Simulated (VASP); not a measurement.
# Ti: single point with PBEsol

Crystal: Ti.

```xyz
1
Lattice="-1.6070 1.6070 1.6070 1.6070 -1.6070 1.6070 1.6070 1.6070 -1.6070" Properties=species:S:1:pos:R:3 pbc="T T T"
Ti    0.0000    0.0000    0.0000
```

This isn't the form of Ti at room conditions, which is hcp.

* Program: VASP 6.6.1
* Task: single point
* Functional: PBEsol
* Potentials or basis: VASP PAW PBE potentials, release 64 (Ti_sv)
* Cutoff: 520 eV
* k mesh: 23 × 23 × 23
* Occupations: fermi-dirac, width 0.1 eV
* Spin: no spin polarisation
* Dipole correction: no
* Further INCAR settings: ALGO = Fast; EDIFF = 1e-06; NBANDS = 12

* Pressure: -0.4 GPa
* Band gap on the k mesh: none (metal or under the smearing width)

Levels at points of the mesh, in eV from the Fermi level:
| k point | band 3 | band 4 | band 5 | band 6 | band 7 | band 8 | band 9 | band 10 |
| --- | --- | --- | --- | --- | --- | --- | --- | --- |
| (0.00, 0.00, 0.00) | -32.10 | -32.10 | -6.05 | 1.03 | 1.03 | 1.03 | 2.90 | 2.90 |

Run time: 71 s on 1 thread of AMD EPYC 9R45 96-Core Processor (Zen 5), with other jobs on the host, peak memory 0.16 GiB.

Caveat: the PAW data sets were made with another functional, which shifts forces and pressure a little.
